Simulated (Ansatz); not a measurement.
A plane-wave DFT run in Ansatz 0.2.0 (scalar-relativistic PAW potentials unless the input names others): input and command.

```yaml
crystal:
  lattice:
    - [5.7609278277, 0.0, 0.0]
    - [0.0, 5.7609278277, 0.0]
    - [0.0, 0.0, 5.7609278277]
  atoms:
    - { symbol: Sr, position: [0.0, 0.0, 0.0] }
    - { symbol: Cl, position: [0.5, 0.0, 0.0] }
    - { symbol: Cl, position: [0.0, 0.5, 0.0] }
    - { symbol: Cl, position: [0.0, 0.0, 0.5] }
basis:
  xc_grid: 1
kpoints:
  mp_grid: { grid: [8, 8, 8] }
hamiltonian:
  xc: r2scan
scf:
  occupations: { method: gaussian, width: 0.1 }
output:
  forces: true
  eigenvalues: true
  stress: true
```

```bash
ansatz run input.yaml --threads 1 --pin off --max-ram 2560MiB --backend cpu --events-out ev --progress --plain --runs-dir out
```

Abridged log:
```
Basis set: ecut = 500 eV, 4945 PW (Γ)
Bands: 20, of which v1, the nominal top of the filled ones, is band 16 counted from 1 (15 counted from 0)
Symmetry: 48 space group operations
k-points: 35 of 512
SCF iter   1: F=—  HF=-6812.515480 eV  |F-HF|=—  |Δ(HF+E_count)|=         —  Δρ=4.16e-3  dr2=1.85e-2  dr2_τ=5.96e-3  ethr=1.77e-3  ⟨swp⟩=11.5  Hψ=5430  notcnv=0
SCF iter   2: F=—  HF=-6812.552291 eV  |F-HF|=—  |Δ(HF+E_count)|=   3.68e-2  Δρ=7.66e-4  dr2=9.03e-4  dr2_τ=3.19e-4  ethr=5.96e-5  ⟨swp⟩=2.5  Hψ=1707  notcnv=0
SCF iter   3: F=—  HF=-6812.552404 eV  |F-HF|=—  |Δ(HF+E_count)|=   1.13e-4  Δρ=2.16e-4  dr2=7.40e-5  dr2_τ=3.24e-5  ethr=2.91e-6  ⟨swp⟩=2.1  Hψ=1122  notcnv=0
SCF iter   4: F=—  HF=-6812.552349 eV  |F-HF|=—  |Δ(HF+E_count)|=   5.53e-5  Δρ=5.36e-5  dr2=6.69e-6  dr2_τ=3.02e-7  ethr=2.39e-7  ⟨swp⟩=2.7  Hψ=1137  notcnv=0
SCF iter   5: F=—  HF=-6812.552352 eV  |F-HF|=—  |Δ(HF+E_count)|=   2.93e-6  Δρ=1.72e-5  dr2=6.22e-7  dr2_τ=4.59e-8  ethr=2.16e-8  ⟨swp⟩=2.1  Hψ=1046  notcnv=0
SCF iter   6: F=-6812.552352 eV  HF=-6812.552352 eV  |F-HF|=7.68e-9  |Δ(HF+E_count)|=   4.90e-7  Δρ=2.49e-6  dr2=2.47e-8  dr2_τ=1.47e-9  ethr=3.23e-10  ⟨swp⟩=8.1  Hψ=3820  notcnv=0
SCF 1 converged in 6 iterations: F = -6812.552352 eV  dr2 = 2.47e-8
SCF converged after 6 iterations
Free energy (F): -6812.552352 eV
Harris-Foulkes:  -6812.552352 eV  (|F-HF|=7.68e-9)
Internal energy: -6812.502231 eV  (E = F + TS)
E sigma→0 (E₀):  -6812.527291 eV
Entropy (-TS):   -0.050122 eV (-12.530 meV/atom)
Fermi energy:    -2.643810 eV
--- Forces (eV/Å), atoms counted from 1 ---
  atom   1  Sr     0.00000000     0.00000000     0.00000000
  atom   2  Cl     0.00000000     0.00000000     0.00000000
  atom   3  Cl     0.00000000     0.00000000     0.00000000
  atom   4  Cl     0.00000000     0.00000000     0.00000000
--- Stress (GPa, compression-positive) ---
       -0.241430       0.000000       0.000000
        0.000000      -0.241430       0.000000
        0.000000       0.000000      -0.241430
  P = ⅓ Tr σ = -0.2414 GPa (-2.414 kbar)
```

Apart from outputs, empty bands and the relaxation, which only the reference makes, the input differs from a reference run on usual settings in basis.xc_grid: not typed → 1; hamiltonian.xc: "pbe" → "r2scan"; basis.ecutwfc: 420 → not typed. The reference, at the same geometry, ended its own course with pressure 0.04 GPa, largest force 0.000 eV/Å, no gap on the mesh. This run converged in 6 SCF iterations with a total energy on another zero, pressure -0.24 GPa, largest force 0.000 eV/Å, no gap on the mesh.

It took 17 s on 1 thread of Arm Neoverse V1 (shared host), peak memory 0.49 GiB.